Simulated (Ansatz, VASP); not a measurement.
**TaN in VASP and in Ansatz**

```xyz
2
Lattice="2.8983 0.0000 0.0000 -1.4491 2.5100 0.0000 0.0000 0.0000 2.8440" Properties=species:S:1:pos:R:3 pbc="T T T"
Ta    0.0000    0.0000    1.4220
N     1.4491    0.8367    0.0000
```

Change from the starting cell: volume scaled by 0.96.

Alike in both runs: task single point; functional PBE; k mesh 10 × 10 × 9; occupations fermi-dirac, width 0.05 eV; no spin polarisation.

```csv
,VASP,Ansatz
version,VASP 6.6.1,Ansatz 0.2.0
potentials or method,"VASP PAW PBE potentials, release 64 (Ta_pv, N), cutoff 520 eV","all-electron LAPW, scalar-relativistic"
```

VASP gave:

* gap on the k mesh at the Fermi level (eV): none
* pressure (GPa): 21.5
* largest component of the traceless stress (GPa): 2.07

Problem. Estimate Ansatz's values.

Solution. gap on the k mesh at the Fermi level (eV): none; pressure (GPa): 20.7; largest component of the traceless stress (GPa): 1.92.

A gap of «none» marks a metal or a gap that the smearing closes. Ansatz ran all-electron here, so the differences hold the error of VASP's frozen core and of both bases.

Caveats: so large a pressure means that the cell lies far from this level's equilibrium, or that cutoff or potentials fall short (VASP). The runs have no spin-orbit coupling, so splittings on Ta are missing.
